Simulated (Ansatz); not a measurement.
# BiTe: the cost of one run

Program: Ansatz 0.2.0. Level of theory: DFT r2SCAN, scalar-relativistic, plane waves, PAW. These are calculated values, not measurements.

3 further runs of the same task are left out: 1 that didn't finish, 2 set aside as unsound or not needed.

## 1. The system as given

The structure is cubic, space group Fm-3m (No. 225). The conventional cell has a = 6.467 Å, b = 6.467 Å, c = 6.467 Å, α = 90.00°, β = 90.00°, γ = 90.00°. Bi (site symmetry m-3m) has 6 Te at 3.23 Å in its first shell of neighbours. Te (site symmetry m-3m) is surrounded by 6 Bi at 3.23 Å.

Structure file:

```cif
data_structure
_symmetry_space_group_name_H-M 'P 1'
_symmetry_Int_Tables_number 1
_cell_length_a 4.5725
_cell_length_b 4.5725
_cell_length_c 4.5725
_cell_angle_alpha 60.000
_cell_angle_beta 60.000
_cell_angle_gamma 60.000
_cell_volume 67.60
loop_
_atom_site_label
_atom_site_type_symbol
_atom_site_fract_x
_atom_site_fract_y
_atom_site_fract_z
_atom_site_occupancy
Bi1 Bi 0.00000 0.00000 0.00000 1
Te1 Te 0.50000 0.50000 0.50000 1
```

It is the result of an earlier relaxation at this level (volume 33.80 Å³/atom; gap on the mesh: none (metal)).

## 2. Bulk reference on the slab's mesh

input.yaml reads:

```yaml
crystal:
  lattice:
    - [4.5725400085, 0.0, 0.0]
    - [0.0, 4.5725400085, 0.0]
    - [2.2862700042, 2.2862700042, 3.2332740472]
  atoms:
    - { symbol: Bi, position: [0.0, 0.0, 0.0] }
    - { symbol: Te, position: [0.5, 0.5, 0.0] }
basis:
  ecutwfc: 500
kpoints:
  mp_grid: { grid: [8, 8, 11] }
hamiltonian:
  xc: r2scan
scf:
  occupations: { method: gaussian, width: 0.1 }
output:
  forces: true
  stress: true
  eigenvalues: true
```

Started as:

```bash
$ ansatz run input.yaml --threads 2 --pin off --max-ram 5120MiB --backend cpu --events-out ev --progress --plain --runs-dir out
```

Q: Estimate wall time and peak memory on 2 threads of Intel Xeon 6975P-C (Granite Rapids), shared host.

About 7.4 s, with a peak of 0.81 GiB.
